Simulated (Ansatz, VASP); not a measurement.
SiNi3 in VASP and in Ansatz

```
CELL_PARAMETERS angstrom
3.48008 0.00000 0.00000
0.00000 3.48008 0.00000
0.00000 0.00000 3.48008
ATOMIC_POSITIONS crystal
Si 0.00000 0.00000 0.00000
Ni 0.00000 0.50000 0.50000
Ni 0.50000 0.00000 0.50000
Ni 0.50000 0.50000 0.00000
```

Alike in both runs: functional PBE; k mesh 12 × 12 × 12; occupations gaussian, width 0.1 eV; no spin polarisation.

Ansatz relaxed the structure, and its values are those at the end. VASP's run is a single point on that final structure, the one shown.

```csv
,VASP,Ansatz
version,VASP 6.6.1,Ansatz 0.2.0
potentials or method,"VASP PAW PBE potentials, release 64 (Si, Ni)","scalar-relativistic, plane waves, PAW"
plane-wave cutoff (eV),520,420
valence electrons in the cell,34,58
```

|  | VASP | Ansatz | Ansatz less VASP |
| --- | --- | --- | --- |
| gap on the k mesh at the Fermi level (eV) | none | none | - |
| pressure (GPa) | 5.1 | 5.1 | -0.07 |

A gap of «none» marks a metal or a gap that the smearing closes. The two sets of potentials don't hold the same shells in valence.

Spin polarisation is off, so any magnetic state and its effect on volume and gap are missing.
